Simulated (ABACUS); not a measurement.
MoS2:

```
Mo S
1.0
     3.22746    0.00000    0.00000
    -1.61373    2.79507    0.00000
     0.00000    0.00000    6.31247
Mo S
1 2
Direct
  0.00000 0.00000 0.50000
  0.66667 0.33333 0.74468
  0.33333 0.66667 0.25532
```

Measurements of this composition are mostly on another form, of space group No. 194.

- Program: ABACUS 3.10.1
- Task: relaxation of cell and atoms
- Functional: WC
- Potentials or basis: PseudoDojo NC SR 0.4 PBEsol stringent
- Cutoff: 1102 eV
- Density cutoff: 4408 eV
- Basis: plane waves
- k mesh: 7 × 7 × 3
- Occupations: fermi-dirac, width 0.05 eV
- Spin: no spin polarisation

At the start: pressure -2.4 GPa; volume 18.98 Å³/atom.

Problem. Where does the relaxation end?

Solution. Over 49 steps the energy falls by 11.9 meV/atom and the volume is 17.62 Å³/atom (-7.2 %); space group P-3m1 (No. 164, to 0.05 Å).

The path:
```
step  energy change (eV)  largest force (eV/Å)  pressure (GPa)  volume (Å³)
   1              0.0000                0.0803           -2.37        56.94
   3             -0.0157                0.3812            0.91        55.46
   5             -0.0268                0.0418           -0.15        55.13
   7             -0.0282                0.0890            0.41        54.55
   9             -0.0286                0.0160           -0.22        54.73
  11             -0.0295                0.0289           -0.25        54.64
  13             -0.0297                0.0912            0.22        54.44
  15             -0.0306                0.0870            0.24        54.23
  17             -0.0308                0.0135           -0.29        54.34
  19             -0.0315                0.0035           -0.38        54.21
  21             -0.0318                0.0669            0.11        54.02
  23             -0.0325                0.0760            0.19        53.83
  25             -0.0327                0.0168           -0.25        53.91
  27             -0.0334                0.0079           -0.29        53.75
  29             -0.0335                0.0539            0.10        53.59
  31             -0.0342                0.0566            0.13        53.41
  33             -0.0343                0.0163           -0.18        53.47
  35             -0.0347                0.0118           -0.15        53.31
  37             -0.0348                0.0393            0.07        53.22
  39             -0.0353                0.0211           -0.09        53.10
  41             -0.0354                0.0479            0.21        52.92
  43             -0.0356                0.0291            0.16        52.85
  45             -0.0356                0.0122           -0.04        52.92
  47             -0.0357                0.0143           -0.03        52.90
  49             -0.0357                0.0147           -0.02        52.87
```

Final structure:
```
CELL_PARAMETERS angstrom
3.16722 0.00000 0.00000
-1.58361 2.74289 0.00000
0.00000 0.00000 6.08561
ATOMIC_POSITIONS crystal
Mo 0.00000 0.00000 0.50000
S 0.66667 0.33333 0.75882
S 0.33333 0.66667 0.24118
```

Caveat: the potentials were made for another functional, which shifts forces and pressure; this functional lacks dispersion, which binds the layers, so the pressure and a relaxed spacing across them are unreliable.
